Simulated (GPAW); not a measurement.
# AlN (P6_3mc) in GPAW: settings compared

Aim: see how the results for AlN move with the level of theory and the settings. Levels: PBEsol+D3(BJ), PBE. Tasks: relaxation of cell and atoms, single point.

Everything below comes from runs of GPAW 26.7.0. Logs are shortened: lines on timing, memory, paths and dates and some standing lists are left out, and cuts for length are marked. The log counts tension as positive stress, the text compression.

## (1) Starting point

It takes space group P6_3mc (No. 186, hexagonal). Conventional cell: a = 3.113 Å, b = 3.113 Å, c = 4.981 Å, α = 90.00°, β = 90.00°, γ = 120.00°. Around Al (site symmetry 3m) lie 4 N at 1.89 Å. Around N (site symmetry 3m) lie 4 Al at 1.89 Å.

## (2) Relaxation of cell and atoms, PBEsol+D3(BJ), target pressure 5 GPa, at which the enthalpy is minimised

File run.py:

```python
from ase import Atoms
from ase.calculators.mixing import SumCalculator
from ase.filters import FrechetCellFilter
from ase.io import write
from ase.optimize import FIRE
from ase.units import GPa
from dftd3.ase import DFTD3
from gpaw import GPAW, PW, setup_paths

setup_paths.insert(0, '.')

atoms = Atoms(['Al', 'Al', 'N', 'N'],
              cell=[[3.113, 0.0, 0.0],
                    [-1.5565, 2.695937082, 0.0],
                    [0.0, 0.0, 4.981]],
              scaled_positions=[[0.6666666667, 0.3333333333, 0.5],
                                [0.3333333333, 0.6666666667, 0.0],
                                [0.6666666667, 0.3333333333, 0.88],
                                [0.3333333333, 0.6666666667, 0.38]],
              pbc=True)

calc = GPAW(mode=PW(800),
            xc='PBEsol',
            kpts={'size': (7, 7, 4), 'gamma': True},
            occupations={'name': 'fermi-dirac', 'width': 0.05},
            nbands=18,
            convergence={'density': 1e-05, 'energy': 1e-05},
            maxiter=150,
            txt='gpaw.txt')
atoms.calc = SumCalculator([calc, DFTD3(method='pbesol', damping='d3bj')])
opt = FIRE(FrechetCellFilter(atoms, scalar_pressure=5 * GPa), trajectory='relax.traj', logfile='-')
done = opt.run(fmax=0.02, steps=100)
calc.write('gs.gpw')
write('result.traj', atoms)
print('Converged:', done)
print('Cell:', atoms.cell.cellpar().round(4))
print('Volume:', round(atoms.get_volume(), 4))
print(atoms.get_scaled_positions().round(5))
```

Potentials or basis: PAW data sets generated in the run's folder for this functional, pw.

Run with:

```
gpaw-setup -f PBEsol Al N
OMP_NUM_THREADS=1 python run.py
```

gpaw.txt:

```text
__  _  _
 | _ |_)|_||  |
 |__||  | ||/\| - 26.7.0

Input parameters:
  mode=PW(ecut=800.0),
  convergence={'density': 1e-05, 'energy': 1e-05},
  kpts=MonkhorstPack(size=(7, 7, 4), gamma=True),
  maxiter=150,
  nbands=18,
  occupations=Occupations(name='fermi-dirac', width=0.05),
  xc=XC(name='PBEsol')

Diagonalizing LCAO Hamiltonian
Converting LCAO to pw mode

           N

           Al
        N

        Al

Atoms  # Å, Bohr magnetons
|   | symbol |         x |        y |        z |    initial magnetic moments |
|---|--------|-----------|----------|----------|-----------------------------|
| 0 |     Al |  1.556500 | 0.898646 | 2.490500 | ( 0.0000,  0.0000,  0.0000) |
| 1 |     Al | -0.000000 | 1.797291 | 0.000000 | ( 0.0000,  0.0000,  0.0000) |
| 2 |      N |  1.556500 | 0.898646 | 4.383280 | ( 0.0000,  0.0000,  0.0000) |
| 3 |      N | -0.000000 | 1.797291 | 1.892780 | ( 0.0000,  0.0000,  0.0000) |

Unit cell  # Å
| periodic |         x |        y |        z |  lengths |     angles |
|----------|-----------|----------|----------|----------|------------|
|      yes |  3.113000 | 0.000000 | 0.000000 | 3.113000 |  90.000000 |
|      yes | -1.556500 | 2.695937 | 0.000000 | 3.113000 |  90.000000 |
|      yes |  0.000000 | 0.000000 | 4.981000 | 4.981000 | 120.000000 |

Number of symmetries: 6
Symmetry operations  # r_c * U_cc + t_c -> r_c
|   | kind |            matrix            |
|---|------|------------------------------|
| 0 |  σ   |  1, 1, 0,  0,-1, 0,  0, 0, 1 |
| 1 |  E   |  1, 0, 0,  0, 1, 0,  0, 0, 1 |
| 2 |  C3  |  0, 1, 0, -1,-1, 0,  0, 0, 1 |
| 3 |  σ   |  0,-1, 0, -1, 0, 0,  0, 0, 1 |
| 4 |  σ   | -1, 0, 0,  1, 1, 0,  0, 0, 1 |
| 5 |  C3  | -1,-1, 0,  1, 0, 0,  0, 0, 1 |

BZ-sampling:
  Number of BZ points: 196
  Number of IBZ points: 28
[... 181 lines left out ...]
Gap: 4.157 eV
Transition (v -> c):
  (s=0, k=0, n=7, [0.00, 0.00, 0.00]) -> (s=0, k=0, n=8, [0.00, 0.00, 0.00])
No difference between direct/indirect transitions

Stress tensor  # eV/Ang^3
|         x |         y |         z |
|-----------|-----------|-----------|
| -0.003801 |  0.000000 |  0.000000 |
|  0.000000 | -0.003801 | -0.000000 |
|  0.000000 | -0.000000 | -0.013020 |

Forces  # eV/Ang
|        x |       y |        z |
|----------|---------|----------|
|  0.00000 | 0.00000 | -0.13382 |  # Al   0
| -0.00000 | 0.00000 | -0.13382 |  # Al   1
| -0.00000 | 0.00000 |  0.13412 |  # N    2
|  0.00000 | 0.00000 |  0.13385 |  # N    3

Interpolating wave functions to new cell

           N

           Al
        N

        Al

Atoms  # Å, Bohr magnetons
|   | symbol |         x |        y |         z |    initial magnetic moments |
|---|--------|-----------|----------|-----------|-----------------------------|
| 0 |     Al |  1.554499 | 0.897490 |  2.486547 | ( 0.0000,  0.0000,  0.0000) |
| 1 |     Al | -0.000000 | 1.794980 | -0.001340 | ( 0.0000,  0.0000,  0.0000) |
| 2 |      N |  1.554499 | 0.897490 |  4.380024 | ( 0.0000,  0.0000,  0.0000) |
| 3 |      N | -0.000000 | 1.794980 |  1.892135 | ( 0.0000,  0.0000,  0.0000) |
[... 674 lines left out ...]
Gap: 4.299 eV
Transition (v -> c):
  (s=0, k=0, n=7, [0.00, 0.00, 0.00]) -> (s=0, k=0, n=8, [0.00, 0.00, 0.00])
No difference between direct/indirect transitions

Stress tensor  # eV/Ang^3
|         x |         y |         z |
|-----------|-----------|-----------|
| -0.035821 | -0.000000 |  0.000000 |
| -0.000000 | -0.035821 | -0.000000 |
|  0.000000 | -0.000000 | -0.029195 |

Forces  # eV/Ang
|        x |       y |        z |
|----------|---------|----------|
|  0.00000 | 0.00000 |  0.03367 |  # Al   0
| -0.00000 | 0.00000 |  0.03367 |  # Al   1
| -0.00000 | 0.00000 | -0.03345 |  # N    2
|  0.00000 | 0.00000 | -0.03334 |  # N    3

Interpolating wave functions to new cell

           N

           Al
        N

        Al

Atoms  # Å, Bohr magnetons
|   | symbol |         x |        y |         z |    initial magnetic moments |
|---|--------|-----------|----------|-----------|-----------------------------|
| 0 |     Al |  1.539987 | 0.889112 |  2.458745 | ( 0.0000,  0.0000,  0.0000) |
| 1 |     Al | -0.000000 | 1.778224 | -0.007772 | ( 0.0000,  0.0000,  0.0000) |
| 2 |      N |  1.539987 | 0.889112 |  4.348863 | ( 0.0000,  0.0000,  0.0000) |
| 3 |      N | -0.000000 | 1.778224 |  1.882332 | ( 0.0000,  0.0000,  0.0000) |
[... 438 lines left out ...]
Gap: 4.484 eV
Transition (v -> c):
  (s=0, k=0, n=7, [0.00, 0.00, 0.00]) -> (s=0, k=0, n=8, [0.00, 0.00, 0.00])
No difference between direct/indirect transitions

Stress tensor  # eV/Ang^3
|         x |         y |         z |
|-----------|-----------|-----------|
| -0.069145 | -0.000000 |  0.000000 |
| -0.000000 | -0.069145 |  0.000000 |
|  0.000000 |  0.000000 | -0.058204 |

Forces  # eV/Ang
|        x |       y |        z |
|----------|---------|----------|
|  0.00000 | 0.00000 |  0.06058 |  # Al   0
| -0.00000 | 0.00000 |  0.06057 |  # Al   1
|  0.00000 | 0.00000 | -0.06039 |  # N    2
| -0.00000 | 0.00000 | -0.06022 |  # N    3

Interpolating wave functions to new cell

           N

           Al
        N

        Al

Atoms  # Å, Bohr magnetons
|   | symbol |         x |        y |         z |    initial magnetic moments |
|---|--------|-----------|----------|-----------|-----------------------------|
| 0 |     Al |  1.534921 | 0.886187 |  2.449232 | ( 0.0000,  0.0000,  0.0000) |
| 1 |     Al | -0.000000 | 1.772374 | -0.007401 | ( 0.0000,  0.0000,  0.0000) |
| 2 |      N |  1.534921 | 0.886187 |  4.331110 | ( 0.0000,  0.0000,  0.0000) |
| 3 |      N | -0.000000 | 1.772374 |  1.874465 | ( 0.0000,  0.0000,  0.0000) |
[... 671 lines left out ...]
Gap: 4.478 eV
Transition (v -> c):
  (s=0, k=0, n=7, [0.00, 0.00, 0.00]) -> (s=0, k=0, n=8, [0.00, 0.00, 0.00])
No difference between direct/indirect transitions

Stress tensor  # eV/Ang^3
|         x |         y |         z |
|-----------|-----------|-----------|
| -0.066332 | -0.000000 | -0.000000 |
| -0.000000 | -0.066332 |  0.000000 |
|  0.000000 |  0.000000 | -0.058496 |

Forces  # eV/Ang
|        x |       y |        z |
|----------|---------|----------|
| -0.00000 | 0.00000 |  0.03188 |  # Al   0
|  0.00000 | 0.00000 |  0.03188 |  # Al   1
| -0.00000 | 0.00000 | -0.03156 |  # N    2
|  0.00000 | 0.00000 | -0.03147 |  # N    3

Interpolating wave functions to new cell

           N

           Al
        N

        Al

Atoms  # Å, Bohr magnetons
|   | symbol |         x |        y |         z |    initial magnetic moments |
|---|--------|-----------|----------|-----------|-----------------------------|
| 0 |     Al |  1.536089 | 0.886861 |  2.450811 | ( 0.0000,  0.0000,  0.0000) |
| 1 |     Al | -0.000000 | 1.773722 | -0.006279 | ( 0.0000,  0.0000,  0.0000) |
| 2 |      N |  1.536089 | 0.886861 |  4.330797 | ( 0.0000,  0.0000,  0.0000) |
| 3 |      N | -0.000000 | 1.773722 |  1.873698 | ( 0.0000,  0.0000,  0.0000) |
[... 1144 lines left out ...]
Gap: 4.438 eV
Transition (v -> c):
  (s=0, k=0, n=7, [0.00, 0.00, 0.00]) -> (s=0, k=0, n=8, [0.00, 0.00, 0.00])
No difference between direct/indirect transitions

Stress tensor  # eV/Ang^3
|         x |         y |         z |
|-----------|-----------|-----------|
| -0.055867 | -0.000000 |  0.000000 |
| -0.000000 | -0.055867 | -0.000000 |
|  0.000000 | -0.000000 | -0.056418 |

Forces  # eV/Ang
|       x |        y |        z |
|---------|----------|----------|
| 0.00000 |  0.00000 | -0.03569 |  # Al   0
| 0.00000 | -0.00000 | -0.03568 |  # Al   1
| 0.00000 | -0.00000 |  0.03603 |  # N    2
| 0.00000 |  0.00000 |  0.03596 |  # N    3

Interpolating wave functions to new cell

           N

           Al
        N

        Al

Atoms  # Å, Bohr magnetons
|   | symbol |         x |        y |         z |    initial magnetic moments |
|---|--------|-----------|----------|-----------|-----------------------------|
| 0 |     Al |  1.539772 | 0.888988 |  2.454031 | ( 0.0000,  0.0000,  0.0000) |
| 1 |     Al | -0.000000 | 1.777976 | -0.005254 | ( 0.0000,  0.0000,  0.0000) |
| 2 |      N |  1.539772 | 0.888988 |  4.333675 | ( 0.0000,  0.0000,  0.0000) |
| 3 |      N | -0.000000 | 1.777976 |  1.874384 | ( 0.0000,  0.0000,  0.0000) |
[... 1616 lines left out ...]
Gap: 4.421 eV
Transition (v -> c):
  (s=0, k=0, n=7, [0.00, 0.00, 0.00]) -> (s=0, k=0, n=8, [0.00, 0.00, 0.00])
No difference between direct/indirect transitions

Stress tensor  # eV/Ang^3
|         x |         y |         z |
|-----------|-----------|-----------|
| -0.054245 | -0.000000 |  0.000000 |
| -0.000000 | -0.054245 |  0.000000 |
|  0.000000 | -0.000000 | -0.053905 |

Forces  # eV/Ang
|        x |       y |        z |
|----------|---------|----------|
| -0.00000 | 0.00000 | -0.01649 |  # Al   0
|  0.00000 | 0.00000 | -0.01649 |  # Al   1
|  0.00000 | 0.00000 |  0.01677 |  # N    2
|  0.00000 | 0.00000 |  0.01673 |  # N    3

# Writing to gs.gpw (mode='')
```

Wall time 5.2 min (1 thread of Arm Neoverse V1, shared host); peak memory 0.34 GiB.

Results:

```
Free energy                                            : -32.1361 eV
Relaxed volume                                         : 10.10 Å³/atom
Relaxed cell                                           : a = 3.079 Å, b = 3.079 Å, c = 4.919 Å, α = 90.00°, β = 90.00°, γ = 120.00°
Space group after relaxing (to 0.05 Å)                 : P6_3mc (No. 186)
Energy change on relaxing (the enthalpy is what falls) : +3.6 meV/atom
Ionic steps                                            : 21
Pressure after relaxing                                : 4.9 GPa
Largest force after relaxing                           : 0.017 eV/Å
Band gap on the k mesh                                 : 4.42 eV, direct
Dispersion energy per atom                             : -0.233 eV
```

Forces in eV/Å, atoms in the order of the input:
```
Al   0.000  0.000 -0.017
Al   0.000  0.000 -0.017
N    0.000  0.000  0.017
N    0.000  0.000  0.017
```

The path:
```csv
step,energy change (eV),largest force (eV/Å),pressure (GPa),volume (Å³)
1,0.0000,0.1345,-2.41,41.80
2,-0.0020,0.0973,-1.68,41.65
3,-0.0030,0.0347,-0.28,41.37
4,0.0003,0.0334,1.74,40.98
5,0.0108,0.0773,4.19,40.53
6,0.0272,0.0604,6.69,40.09
7,0.0268,0.0553,6.64,40.10
8,0.0260,0.0454,6.54,40.11
9,0.0249,0.0317,6.41,40.14
10,0.0235,0.0153,6.23,40.17
11,0.0219,0.0023,6.02,40.20
12,0.0202,0.0182,5.78,40.24
13,0.0185,0.0301,5.52,40.29
14,0.0165,0.0363,5.22,40.34
15,0.0144,0.0338,4.91,40.40
16,0.0144,0.0330,4.91,40.40
17,0.0144,0.0312,4.91,40.40
18,0.0144,0.0287,4.91,40.40
19,0.0144,0.0254,4.91,40.39
20,0.0144,0.0214,4.92,40.39
21,0.0145,0.0170,4.92,40.39
```

Final structure:
```
CELL_PARAMETERS angstrom
3.07943 0.00000 0.00000
-1.53971 2.66686 0.00000
0.00000 0.00000 4.91853
ATOMIC_POSITIONS crystal
Al 0.66667 0.33333 0.49881
Al 0.33333 0.66667 0.99881
N 0.66667 0.33333 0.88120
N 0.33333 0.66667 0.38120
```

Levels at points of the mesh, in eV from the valence-band top:
```
           k point  band 5  band 6  band 7  band 8  band 9  band 10  band 11  band 12
(0.00, 0.00, 0.00)   -0.92   -0.25   -0.25    0.00    4.42     6.82    10.79    11.23
(0.00, 0.00, 0.50)   -0.60   -0.60   -0.60   -0.60    6.66     6.66    10.48    10.48
```

Caveat: later steps reuse the first step's grids. PBEsol gaps usually lie below the measured ones, often by a third to a half.

## (3) Single point, PBE

File run.py:

```python
from ase.dft.bandgap import bandgap
from ase.io import read, write
from ase.units import GPa
from gpaw import GPAW, PW

atoms = read('AlN.cif')

calc = GPAW(mode=PW(1200),
            xc='PBE',
            kpts={'size': (7, 7, 4), 'gamma': True},
            occupations={'name': 'fermi-dirac', 'width': 0.05},
            nbands=18,
            convergence={'density': 1e-05, 'energy': 1e-05},
            maxiter=80,
            txt='gpaw.txt')
atoms.calc = calc
energy = atoms.get_potential_energy()
forces = atoms.get_forces()
stress = atoms.get_stress()
calc.write('gs.gpw')
write('result.traj', atoms)
print(f'Energy: {energy:.6f} eV')
print('Forces (eV/A):')
print(forces.round(4))
print('Stress (GPa):', (stress / GPa).round(3))
print('Fermi level:', round(calc.get_fermi_level(), 4), 'eV')
print(f'Gap: {bandgap(calc)[0]:.4f} eV, direct: {bandgap(calc, direct=True)[0]:.4f} eV')
```

File AlN.cif:

```cif
data_AlN
_cell_length_a 3.11300000
_cell_length_b 3.11300000
_cell_length_c 4.98100000
_cell_angle_alpha 90.00000000
_cell_angle_beta 90.00000000
_cell_angle_gamma 120.00000000
_space_group_name_H-M_alt 'P6_3mc'
_space_group_name_Hall 'P 6c -2c'
_space_group_IT_number 186
loop_
_space_group_symop_operation_xyz
'x,y,z'
'x-y,x,z+1/2'
'-y,x-y,z'
'-x,-y,z+1/2'
'-x+y,-x,z'
'y,-x+y,z+1/2'
'y,x,z+1/2'
'x,x-y,z'
'x-y,-y,z+1/2'
'-y,-x,z'
'-x,-x+y,z+1/2'
'-x+y,y,z'
loop_
_atom_site_label
_atom_site_type_symbol
_atom_site_symmetry_multiplicity
_atom_site_Wyckoff_symbol
_atom_site_fract_x
_atom_site_fract_y
_atom_site_fract_z
_atom_site_occupancy
Al1 Al 2 b 0.6666666667 0.3333333333 0.5000000000 1
N1 N 2 b 0.6666666667 0.3333333333 0.8800000000 1
```

Potentials or basis: GPAW PAW data sets (gpaw-data 1.2.1), pw.

Run with:

```
OMP_NUM_THREADS=1 python run.py
```

Run time: 31 s. Hardware: 1 thread of Arm Neoverse V1, shared host; peak memory 0.22 GiB.

Results (log left out):

```yaml
Free_energy: -29.7289 eV
Pressure: 5.2 GPa
Largest_force: 0.133 eV/Å
Band_gap_on_the_k_mesh: 4.23 eV, direct
```

Forces in eV/Å, atoms in the order of the input:
```
Al   0.000  0.000 -0.133
Al   0.000  0.000 -0.133
N    0.000  0.000  0.133
N    0.000  0.000  0.133
```

Stress tensor (GPa, compression positive):
```
4.71 0.00 0.00
0.00 4.71 0.00
0.00 0.00 6.29
```

Levels at points of the mesh, in eV from the valence-band top:
```tsv
k point	band 5	band 6	band 7	band 8	band 9	band 10	band 11	band 12
(0.00, 0.00, 0.00)	-0.83	-0.18	-0.18	0.00	4.23	6.67	10.62	11.16
(0.00, 0.00, 0.50)	-0.52	-0.52	-0.52	-0.52	6.48	6.48	10.35	10.35
```
